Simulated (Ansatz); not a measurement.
Geometry optimisation in Ansatz: input, command and trajectory.

```yaml
crystal:
  lattice:
    - [3.1536583373, 3.1536583373, 0.0]
    - [-3.1536583373, 3.1536583373, 0.0]
    - [0.0, 0.0, 6.6194313141]
  atoms:
    - { symbol: Bi, position: [0.0, 0.0, 0.0] }
    - { symbol: Bi, position: [0.5, 0.5, 0.5] }
    - { symbol: Te, position: [0.5, 0.5, 0.0] }
    - { symbol: Te, position: [0.0, 0.0, 0.5] }
basis:
  ecutwfc: 420
kpoints:
  mp_grid: { grid: [12, 12, 8] }
hamiltonian:
  xc: pbe
scf:
  occupations: { method: gaussian, width: 0.1 }
output:
  forces: true
  stress: true
  eigenvalues: true
relax:
  adjacent_minimum: "off"
  f_tol: 0.008
  max_steps: 40
  cell: { stress_tol: 0.015, fix: [a, b, gamma] }
```

```bash
ansatz run input.yaml --threads 1 --pin off --max-ram 2560MiB --backend cpu --events-out ev --progress --plain --runs-dir out
```

The calculation used DFT PBE, scalar-relativistic, plane waves, PAW (Ansatz 0.2.0).

Of 4 frames 3 are shown, positions in Å and forces in eV/Å; the SCF threshold varies from step to step. Steps run on the plane waves of an earlier cell, with a Pulay correction in the pressure. The basis is chosen afresh for the last frame, the zero of the energies, and at times for earlier ones too; energy and pressure step there, also at an unchanged geometry.

```xyz
4
Lattice="3.1537 3.1537 0.0000 -3.1537 3.1537 0.0000 0.0000 0.0000 6.6194" Properties=species:S:1:pos:R:3:forces:R:3 pbc="T T T" step=1 free_energy_over_end_meV_per_atom=0.74 pressure_GPa=2.51
Bi    0.0000    0.0000    0.0000    0.0000    0.0000    0.0000
Bi    0.0000    3.1537    3.3097    0.0000    0.0000    0.0000
Te    0.0000    3.1537    0.0000    0.0000    0.0000    0.0000
Te    0.0000    0.0000    3.3097    0.0000    0.0000    0.0000
4
Lattice="3.1537 3.1537 0.0000 -3.1537 3.1537 0.0000 0.0000 0.0000 6.5623" Properties=species:S:1:pos:R:3:forces:R:3 pbc="T T T" step=2 free_energy_over_end_meV_per_atom=-0.05 pressure_GPa=2.94
Bi    0.0000    0.0000    0.0000    0.0000    0.0000    0.0000
Bi    0.0000    3.1537    3.2811    0.0000    0.0000    0.0000
Te    0.0000    3.1537    0.0000    0.0000    0.0000    0.0000
Te    0.0000    0.0000    3.2811    0.0000    0.0000    0.0000
4
Lattice="3.1537 3.1537 0.0000 -3.1537 3.1537 0.0000 0.0000 0.0000 6.5566" Properties=species:S:1:pos:R:3:forces:R:3 pbc="T T T" step=4 free_energy_over_end_meV_per_atom=0.00 pressure_GPa=2.98
Bi    0.0000    0.0000    0.0000    0.0000    0.0000    0.0000
Bi    0.0000    3.1537    3.2783    0.0000    0.0000    0.0000
Te    0.0000    3.1537    0.0000    0.0000    0.0000    0.0000
Te    0.0000    0.0000    3.2783    0.0000    0.0000    0.0000
```

It took 2.1 min on 1 thread of AMD EPYC 7R43 64-Core Processor (Zen 3), with other jobs on the host, peak memory 0.8 GiB.

Spin–orbit coupling is left out, which can shift energies with elements as heavy as these.